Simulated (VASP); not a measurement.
A run of VASP 6.6.1 is set up as follows.

File POSCAR:

```
CdTe
1.0
    0.0000000000      3.3111409339      3.3111409339
    3.3111409339      0.0000000000      3.3111409339
    3.3111409339      3.3111409339      0.0000000000
  Cd              Te
     1     1
Direct
     0.0000000000000000    0.0000000000000000    0.0000000000000000
     0.2500000000000000    0.2500000000000000    0.2500000000000000
```

File INCAR.step1:

```
SYSTEM = CdTe
PREC = Accurate
ENCUT = 600
EDIFF = 1E-8
ISMEAR = 0
SIGMA = 0.03
LREAL = .FALSE.
LASPH = .TRUE.
NELM = 80
ALGO = Normal
ISIF = 3
LWAVE = .FALSE.
LCHARG = .FALSE.
GGA = PE
IBRION = 2
NSW = 40
EDIFFG = -0.002
```

File INCAR.step2:

```
SYSTEM = CdTe
PREC = Accurate
ENCUT = 600
EDIFF = 1E-8
ISMEAR = 0
SIGMA = 0.03
LREAL = .FALSE.
LASPH = .TRUE.
NELM = 80
ALGO = Normal
ISIF = 2
LWAVE = .FALSE.
LCHARG = .FALSE.
GGA = PE
IBRION = 6
NFREE = 2
POTIM = 0.015
NSW = 1
```

Contents of KPOINTS:

```
regular mesh
0
G
  8 8 8
  0 0 0
```

Potentials or basis: VASP PAW PBE potentials, release 64 (Cd, Te).

Command:

```bash
$ cat potpaw_PBE.64/Cd/POTCAR potpaw_PBE.64/Te/POTCAR > POTCAR
$ cp INCAR.step1 INCAR
$ mpirun -np 1 vasp_std > vasp.out
$ cp CONTCAR POSCAR
$ cp INCAR.step2 INCAR
$ mpirun -np 1 vasp_std > vasp.out
```

(1) What does it give for the highest phonon frequency at Γ, LO-TO splitting left out?

## Answers

(1) 131 cm⁻¹.
